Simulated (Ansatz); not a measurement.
Run on HgTe (CsCl type): DFT, PBE, norm-conserving pseudopotentials, Ansatz's default files, scalar-relativistic (Ansatz 0.2.0). This run: the series' base cell.

The cell comes from a relaxation on PAW files under the same functional, begun from a prototype that needn't be the stable phase.

Command: `ansatz run input.yaml --threads 1 --pin off --max-ram 2048MiB --backend cpu --events-out ev --progress --plain --runs-dir out` It took 8.2 s on 1 thread of Intel(R) Xeon(R) 6975P-C (Granite Rapids) (shared host), peak memory 0.47 GiB.

```yaml
crystal:
  lattice:
    - [3.8051449394, 0.0, 0.0]
    - [0.0, 3.8051449394, 0.0]
    - [0.0, 0.0, 3.8051449394]
  atoms:
    - { symbol: Hg, position: [0.0, 0.0, 0.0] }
    - { symbol: Te, position: [0.5, 0.5, 0.5] }
kpoints:
  mp_grid: { grid: [11, 11, 11] }
scf:
  occupations: { method: fermi_dirac, width: 0.05 }
hamiltonian:
  xc: pbe
  pseudopotentials: { kind: nc }
output:
  forces: true
  stress: true
  eigenvalues: true
```

Output:

```
Engine: ansatz 0.2.0
Pseudopotentials: kind: nc
Pseudopotential: Hg, nc, valence charge 20, recommended cutoff 897.975746 eV (normal), Hg.nc.azcp
Pseudopotential: Te, nc, valence charge 16, recommended cutoff 1120 eV (normal), Te.nc.azcp
Functional definition: PBE
  parameter kappa = 0.804
  parameter beta = 0.06672455060314922
  exchange = pbe_x(kappa = kappa, mu = beta*pi^2/3)
  correlation = pbe_c(beta = beta)
Crystal: 2 atoms, lattice volume = 55.095 Å³
Basis set: ecut = 1120 eV, 4697 PW (Γ), exchange–correlation on 90×90×90 points (8 copies of the dense FFT grid, shifted against one another)
Bands: 22, of which v1, the nominal top of the filled ones, is band 18 counted from 1 (17 counted from 0)
Symmetry: 48 space group operations
Space group: Pm-3m (ITA 221), of the structure as read, at distance tolerance 3.8e-5 Å
k-points: 56 of 1331
Non-local potential: Hg, projectors of the file, l = 0: 2, l = 1: 2, l = 2: 2, l = 3: 1
Non-local potential: Te, projectors of the file, l = 0: 3, l = 1: 3, l = 2: 2, l = 3: 2
Initial density: superposition of atomic densities (chi_scale 0.1, normalization cell, long waves kept (reshape's long-wave potential 0.00 eV rms))
Initial wavefunctions: pseudopotential atomic-orbital guess
Functional: x = pbe(κ = 0.804, μ = 0.2195149727645171), c = pbe(β = 0.06672455060314922)
SCF iter   1: F=—  HF=-7493.806675 eV  |F-HF|=—  |Δ(HF+E_count)|=         —  Δρ=1.17e-2  dr2=1.08e-1  ethr=3.10e-3  ⟨swp⟩=9.2  Hψ=7304  notcnv=0
preconditioner: auto → Kerker (q_TF=auto, 2.541 Å⁻¹)  [metal: Δε(μ)=0.042 eV  Ē_g=9.800 eV  σ=0.050 eV  W_gap=0.20  n_scr=18 (ndim 8)  ℏωp=21.2 eV  f_vac=0.000  D(μ)=1.30/eV (n_scr^D=6)]
SCF iter   2: F=—  HF=-7493.788561 eV  |F-HF|=—  |Δ(HF+E_count)|=   1.81e-2  Δρ=8.03e-3  dr2=4.24e-2  ethr=3.01e-4  ⟨swp⟩=3.4  Hψ=2843  notcnv=0
SCF iter   3: F=—  HF=-7493.780024 eV  |F-HF|=—  |Δ(HF+E_count)|=   8.54e-3  Δρ=2.00e-3  dr2=1.76e-3  ethr=1.18e-4  ⟨swp⟩=3.3  Hψ=2406  notcnv=0
SCF iter   4: F=—  HF=-7493.780026 eV  |F-HF|=—  |Δ(HF+E_count)|=   2.01e-6  Δρ=6.29e-4  dr2=1.20e-4  ethr=4.88e-6  ⟨swp⟩=2.4  Hψ=2390  notcnv=0
SCF iter   5: F=—  HF=-7493.780119 eV  |F-HF|=—  |Δ(HF+E_count)|=   9.36e-5  Δρ=1.42e-4  dr2=8.63e-6  ethr=3.34e-7  ⟨swp⟩=2.9  Hψ=2245  notcnv=0
SCF iter   6: F=—  HF=-7493.780005 eV  |F-HF|=—  |Δ(HF+E_count)|=   1.14e-4  Δρ=3.68e-5  dr2=4.18e-7  ethr=2.40e-8  ⟨swp⟩=3.2  Hψ=2387  notcnv=0
SCF iter   7: F=-7493.780005 eV  HF=-7493.780005 eV  |F-HF|=5.78e-10  |Δ(HF+E_count)|=   3.03e-8  Δρ=1.17e-5  dr2=5.36e-8  ethr=2.78e-10  ⟨swp⟩=11.4  Hψ=8387  notcnv=0
SCF 1 converged in 7 iterations: F = -7493.780005 eV  dr2 = 5.36e-8
SCF converged after 7 iterations
Free energy (F): -7493.780005 eV
Harris-Foulkes:  -7493.780005 eV  (|F-HF|=5.78e-10)
Internal energy: -7493.769769 eV  (E = F + TS)
E sigma→0 (E₀):  -7493.774887 eV
Entropy (-TS):   -0.010236 eV (-5.118 meV/atom)
Fermi energy:    11.621273 eV
--- Per-component energies (eV) ---
  E_band       = -653.756557
  E_kinetic    = 3037.177795
  E_local      = -5593.662232  (includes V_loc(G=0)·N_el)
  E_nonlocal   = -779.017603
  E_hartree    = 1830.534477
  E_xc         = -1495.931692
  E_vxc        = -979.331696  (∫ρ·V_xc dr)
  E_ewald      = -4492.870514
  E_smearing   = -0.010236  (= −TS)
  E_closure    = -0.000000  (closes the sum)
  Σ components = -7493.780005   (vs F -7493.780005, Δ=0.00e0)
--- Forces (eV/Å), atoms counted from 1 ---
  atom   1  Hg     0.00000000    -0.00000000    -0.00000000
  atom   2  Te     0.00000000    -0.00000000     0.00000000
  max |Σ_I F_I| component: 1.89e-27 eV/Å
--- Stress (GPa, compression-positive) ---
        0.028401       0.000000       0.000000
       -0.000000       0.028401       0.000000
       -0.000000       0.000000       0.028401
  P = ⅓ Tr σ = 0.0284 GPa (0.284 kbar)
--- Band table (eV; the first three rows and the last of 56) ---
  k-point 0: bands = ["-102.6373", "-51.0034", "-51.0034", "-51.0034", "-25.3202", "-25.3202", "-25.3126", "-25.3126", "-25.3126", "-0.5144", "5.1678", "5.1678", "5.6275", "5.6275", "5.6275", "9.4995", "10.7793", "10.7793", "10.7793", "17.3722", "17.3722", "21.3254"]
  k-point 1: bands = ["-102.6373", "-51.0035", "-51.0034", "-51.0034", "-25.3202", "-25.3196", "-25.3127", "-25.3127", "-25.3126", "-0.4532", "5.1724", "5.1854", "5.6014", "5.6014", "5.6288", "8.8996", "10.8762", "10.8762", "11.2230", "17.3895", "17.7087", "20.7780"]
  k-point 2: bands = ["-102.6373", "-51.0038", "-51.0034", "-51.0034", "-25.3201", "-25.3181", "-25.3131", "-25.3131", "-25.3125", "-0.2777", "5.1849", "5.2156", "5.5338", "5.5338", "5.6323", "7.9198", "11.1482", "11.1482", "11.8526", "17.4388", "18.2048", "19.9499"]
  k-point 55: bands = ["-102.6372", "-51.0047", "-51.0047", "-51.0047", "-25.3158", "-25.3158", "-25.3158", "-25.3094", "-25.3094", "1.7546", "4.8439", "4.8439", "4.9274", "5.8458", "5.8458", "9.7540", "10.0960", "10.0960", "10.5479", "13.1779", "13.1779", "13.6996"]
```

Next run (volume at 0.8 of the series' base cell), as changes to the input before:

```diff
   lattice:
-    - [3.8051449394, 0.0, 0.0]
-    - [0.0, 3.8051449394, 0.0]
-    - [0.0, 0.0, 3.8051449394]
+    - [3.5323836522, 0.0, 0.0]
+    - [0.0, 3.5323836522, 0.0]
+    - [0.0, 0.0, 3.5323836522]
   atoms:
```

Command: `ansatz run input.yaml --threads 1 --pin off --max-ram 2048MiB --backend cpu --events-out ev --progress --plain --runs-dir out` It took 6 s on 1 thread of Intel(R) Xeon(R) 6975P-C (Granite Rapids), with other jobs on the host, peak memory 0.42 GiB.

Results part of the output:

```
SCF 1 converged in 7 iterations: F = -7493.282741 eV  dr2 = 4.55e-8
SCF converged after 7 iterations
Free energy (F): -7493.282741 eV
Harris-Foulkes:  -7493.282741 eV  (|F-HF|=2.52e-8)
Internal energy: -7493.275427 eV  (E = F + TS)
E sigma→0 (E₀):  -7493.279084 eV
Entropy (-TS):   -0.007314 eV (-3.657 meV/atom)
Fermi energy:    16.200722 eV
--- Per-component energies (eV) ---
  E_band       = -515.178393
  E_kinetic    = 3044.795734
  E_local      = -5042.859594  (includes V_loc(G=0)·N_el)
  E_nonlocal   = -778.886848
  E_hartree    = 1622.981376
  E_xc         = -1499.508049
  E_vxc        = -984.185211  (∫ρ·V_xc dr)
  E_ewald      = -4839.798046
  E_smearing   = -0.007314  (= −TS)
  E_closure    = 0.000000  (closes the sum)
  Σ components = -7493.282741   (vs F -7493.282741, Δ=0.00e0)
--- Forces (eV/Å), atoms counted from 1 ---
  atom   1  Hg    -0.00000000     0.00000000     0.00000000
  atom   2  Te     0.00000000     0.00000000    -0.00000000
  max |Σ_I F_I| component: 6.00e-28 eV/Å
--- Stress (GPa, compression-positive) ---
       18.301511       0.000000       0.000000
        0.000000      18.301511       0.000000
        0.000000       0.000000      18.301511
  P = ⅓ Tr σ = 18.3015 GPa (183.015 kbar)
--- Band table (eV; the first three rows and the last of 56) ---
  k-point 0: bands = ["-98.8093", "-47.1889", "-47.1889", "-47.1889", "-21.1898", "-21.1898", "-21.1705", "-21.1705", "-21.1705", "2.2518", "8.6226", "8.6226", "9.4294", "9.4294", "9.4294", "14.6606", "14.8456", "14.8456", "14.8456", "21.7857", "21.7857", "27.5824"]
  k-point 1: bands = ["-98.8093", "-47.1893", "-47.1889", "-47.1889", "-21.1898", "-21.1883", "-21.1709", "-21.1709", "-21.1705", "2.3411", "8.6311", "8.6441", "9.3799", "9.3799", "9.4313", "13.3249", "14.9946", "14.9946", "15.9620", "21.7732", "22.2476", "26.8755"]
  k-point 2: bands = ["-98.8093", "-47.1904", "-47.1888", "-47.1888", "-21.1897", "-21.1842", "-21.1719", "-21.1719", "-21.1704", "2.6017", "8.6539", "8.6640", "9.2547", "9.2547", "9.4363", "11.9251", "15.4121", "15.4121", "16.8503", "21.7382", "23.3437", "25.5173"]
  k-point 55: bands = ["-98.8091", "-47.1932", "-47.1932", "-47.1932", "-21.1799", "-21.1798", "-21.1798", "-21.1606", "-21.1606", "5.9944", "8.0101", "8.0101", "8.2429", "9.7940", "9.7940", "13.8170", "14.4219", "14.4219", "15.0271", "16.8663", "16.8663", "17.7043"]
```

Next run (volume at 0.72 of the series' base cell), as changes to the input before:

```diff
   lattice:
-    - [3.5323836522, 0.0, 0.0]
-    - [0.0, 3.5323836522, 0.0]
-    - [0.0, 0.0, 3.5323836522]
+    - [3.4104789185, 0.0, 0.0]
+    - [0.0, 3.4104789185, 0.0]
+    - [0.0, 0.0, 3.4104789185]
   atoms:
```

Results part of the output:

```
SCF 1 converged in 7 iterations: F = -7492.561540 eV  dr2 = 3.33e-8
SCF converged after 7 iterations
Free energy (F): -7492.561540 eV
Harris-Foulkes:  -7492.561540 eV  (|F-HF|=1.79e-8)
Internal energy: -7492.554944 eV  (E = F + TS)
E sigma→0 (E₀):  -7492.558242 eV
Entropy (-TS):   -0.006596 eV (-3.298 meV/atom)
Fermi energy:    18.763070 eV
--- Per-component energies (eV) ---
  E_band       = -439.321211
  E_kinetic    = 3050.484260
  E_local      = -4775.523708  (includes V_loc(G=0)·N_el)
  E_nonlocal   = -778.867303
  E_hartree    = 1525.889184
  E_xc         = -1501.744773
  E_vxc        = -987.188590  (∫ρ·V_xc dr)
  E_ewald      = -5012.792604
  E_smearing   = -0.006596  (= −TS)
  E_closure    = 0.000000  (closes the sum)
  Σ components = -7492.561540   (vs F -7492.561540, Δ=0.00e0)
--- Forces (eV/Å), atoms counted from 1 ---
  atom   1  Hg    -0.00000000     0.00000000    -0.00000000
  atom   2  Te     0.00000000    -0.00000000     0.00000000
  max |Σ_I F_I| component: 3.47e-28 eV/Å
--- Stress (GPa, compression-positive) ---
       35.670300       0.000000       0.000000
       -0.000000      35.670300       0.000000
       -0.000000       0.000000      35.670300
  P = ⅓ Tr σ = 35.6703 GPa (356.703 kbar)
--- Band table (eV; the first three rows and the last of 56) ---
  k-point 0: bands = ["-96.7200", "-45.1125", "-45.1125", "-45.1125", "-18.9096", "-18.9096", "-18.8800", "-18.8800", "-18.8800", "3.7089", "10.4566", "10.4566", "11.4932", "11.4932", "11.4932", "17.0817", "17.0817", "17.0817", "17.6350", "24.2671", "24.2671", "31.0589"]
  k-point 1: bands = ["-96.7200", "-45.1132", "-45.1124", "-45.1124", "-18.9095", "-18.9072", "-18.8806", "-18.8806", "-18.8799", "3.8122", "10.4674", "10.4796", "11.4277", "11.4277", "11.4952", "15.7082", "17.2622", "17.2622", "18.7619", "24.2315", "24.7793", "30.2173"]
  k-point 2: bands = ["-96.7199", "-45.1151", "-45.1123", "-45.1123", "-18.9093", "-18.9007", "-18.8822", "-18.8822", "-18.8797", "4.1157", "10.4917", "10.4966", "11.2640", "11.2640", "11.5005", "14.1512", "17.7655", "17.7655", "19.7248", "24.1329", "26.1094", "28.5760"]
  k-point 55: bands = ["-96.7196", "-45.1198", "-45.1198", "-45.1198", "-18.8951", "-18.8949", "-18.8949", "-18.8638", "-18.8638", "8.2470", "9.6796", "9.6796", "10.0997", "11.9494", "11.9494", "16.0494", "16.8406", "16.8406", "17.5087", "18.9584", "18.9584", "19.9916"]
```

Next run (volume at 0.55 of the series' base cell), as changes to the input before:

```diff
   lattice:
-    - [3.4104789185, 0.0, 0.0]
-    - [0.0, 3.4104789185, 0.0]
-    - [0.0, 0.0, 3.4104789185]
+    - [3.1176361866, 0.0, 0.0]
+    - [0.0, 3.1176361866, 0.0]
+    - [0.0, 0.0, 3.1176361866]
   atoms:
```

Results part of the output:

```
SCF 1 converged in 7 iterations: F = -7488.281101 eV  dr2 = 1.09e-8
SCF converged after 7 iterations
Free energy (F): -7488.281101 eV
Harris-Foulkes:  -7488.281101 eV  (|F-HF|=9.08e-9)
Internal energy: -7488.274224 eV  (E = F + TS)
E sigma→0 (E₀):  -7488.277663 eV
Entropy (-TS):   -0.006876 eV (-3.438 meV/atom)
Fermi energy:    26.550303 eV
--- Per-component energies (eV) ---
  E_band       = -209.982682
  E_kinetic    = 3073.763657
  E_local      = -4072.499123  (includes V_loc(G=0)·N_el)
  E_nonlocal   = -779.042547
  E_hartree    = 1282.605565
  E_xc         = -1509.452474
  E_vxc        = -997.421392  (∫ρ·V_xc dr)
  E_ewald      = -5483.649302
  E_smearing   = -0.006876  (= −TS)
  E_closure    = 0.000000  (closes the sum)
  Σ components = -7488.281101   (vs F -7488.281101, Δ=0.00e0)
--- Forces (eV/Å), atoms counted from 1 ---
  atom   1  Hg    -0.00000000     0.00000000    -0.00000000
  atom   2  Te     0.00000000     0.00000000     0.00000000
  max |Σ_I F_I| component: 2.72e-27 eV/Å
--- Stress (GPa, compression-positive) ---
      130.811929       0.000000       0.000000
        0.000000     130.811929       0.000000
        0.000000       0.000000     130.811929
  P = ⅓ Tr σ = 130.8119 GPa (1308.119 kbar)
--- Band table (eV; the first three rows and the last of 56) ---
  k-point 0: bands = ["-90.3669", "-38.8235", "-38.8235", "-38.8235", "-12.0597", "-12.0597", "-11.9752", "-11.9752", "-11.9752", "8.0046", "15.8520", "15.8520", "17.7299", "17.7299", "17.7299", "23.8852", "23.8852", "23.8852", "27.0765", "32.0139", "32.0139", "38.4485"]
  k-point 1: bands = ["-90.3668", "-38.8261", "-38.8233", "-38.8233", "-12.0593", "-12.0526", "-11.9769", "-11.9769", "-11.9749", "8.1459", "15.8692", "15.8797", "17.6023", "17.6023", "17.7310", "22.7444", "24.1714", "24.1714", "27.9144", "31.8689", "32.6230", "38.3653"]
  k-point 2: bands = ["-90.3667", "-38.8332", "-38.8228", "-38.8228", "-12.0583", "-12.0337", "-11.9815", "-11.9815", "-11.9741", "8.5647", "15.8749", "15.9158", "17.2950", "17.2950", "17.7338", "20.9523", "24.9532", "24.9532", "28.8459", "31.4931", "34.4603", "37.5315"]
  k-point 55: bands = ["-90.3648", "-38.8503", "-38.8503", "-38.8503", "-12.0218", "-12.0211", "-12.0211", "-11.9235", "-11.9235", "14.0728", "14.5935", "14.5935", "16.6477", "18.5038", "18.5038", "22.7758", "24.0968", "24.0968", "25.1854", "25.7967", "25.7967", "27.2908"]
```

Spin–orbit coupling is left out, which matters for the heavy atoms. The norm-conserving files are those that the library serves for this functional.
